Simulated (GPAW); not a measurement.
Runs of GPAW 26.7.0 on Ga. The cell holds a slab with vacuum, 6 atoms: a = 2.985 Å, b = 2.985 Å, c = 24.928 Å, α = 90.00°, β = 90.00°, γ = 83.39°. The slab is cut from a database's or a generator's crystal, which needn't be the stable form of the element.

```csv
task,level,potentials or basis,cell,series job,gap on the mesh (eV),work function (eV)
relaxation of the atoms,PBEsol,"PAW data sets generated in the run's folder for this functional, pw","atoms relaxed from: the (1 1 0) slab of Ga, cut from the database cell, not relaxed",-,none,4.26
relaxation of the atoms,RPBE,"the program's PAW data sets (release 1.2.1) made for this functional, pw","atoms relaxed from: the (1 1 0) slab of Ga, cut from the database cell, not relaxed",-,none,3.85
relaxation of the atoms,r2SCAN,"GPAW PAW data sets (gpaw-data 1.2.1), pw","atoms relaxed from: the (1 1 0) slab of Ga, cut from the database cell, not relaxed",-,none,4.35
relaxation of the atoms,LDA,"the program's PAW data sets (release 1.2.1) made for this functional, pw","atoms relaxed from: the (1 1 0) slab of Ga, cut from the database cell, not relaxed",-,none,(a)
```

Alike in all rows: no spin polarisation; k mesh 9 × 9 × 1; cutoff (eV) 450; smearing fermi-dirac 0.05 eV.

Problem. Estimate the missing entries.

Solution. (a) 4.50.

Caveats: later steps reuse the first step's grids.

A k mesh can miss the band edges, and the runs leave out spin-orbit coupling on Ga.

A gap of «none» marks a metal or a gap under the smearing width.

Runs at the PBE level aren't shown here.
